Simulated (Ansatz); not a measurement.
WSe2 (P6_3/mmc)

Computed with DFT PBE+D3(BJ), scalar-relativistic, plane waves, PAW (Ansatz).

Plane waves to 420 eV, a k mesh through Γ of 9×9×2 on the computed 6-atom cell and Gaussian smearing (0.02 eV); no spin polarisation.

The structure is relaxed at this level of theory with its symmetry kept.

```
CELL_PARAMETERS angstrom
3.27889 0.00000 0.00000
-1.63945 2.83960 0.00000
0.00000 0.00000 12.79755
ATOMIC_POSITIONS crystal
W 0.66667 0.33333 0.25002
W 0.33333 0.66667 0.74998
Se 0.33333 0.66667 0.38163
Se 0.66667 0.33333 0.88160
Se 0.33333 0.66667 0.11840
Se 0.66667 0.33333 0.61837
```

```
Space group                                                                                                                                 : P6_3/mmc (No. 194)
Volume per atom                                                                                                                             : 19.86 Å³
Kohn–Sham band gap                                                                                                                          : 0.87 eV, indirect from Γ to (0.182, 0.180, 0.000)
Löwdin character of the top 1 eV of the valence band                                                                                        : W 5d 61 %, Se 4p 33 %
Löwdin character of the lowest 1 eV of the conduction band                                                                                  : W 5d 64 %, Se 4p 28 %
Electron masses at the edge by Cartesian direction of the standard setting (m_e; degenerate bands sorted by energy; no spin-orbit coupling) : x: 0.49; y: 0.46; z: 0.40
Hole masses at the edge by Cartesian direction of the standard setting (m_e; degenerate bands sorted by energy; no spin-orbit coupling)     : x: 0.71; y: 0.71; z: 1.3
Bader charges (e)                                                                                                                           : W (2 in the cell) 1.07, Se (4 in the cell) -0.54
```

Spin-orbit coupling is left out, which matters for the bands of heavy elements.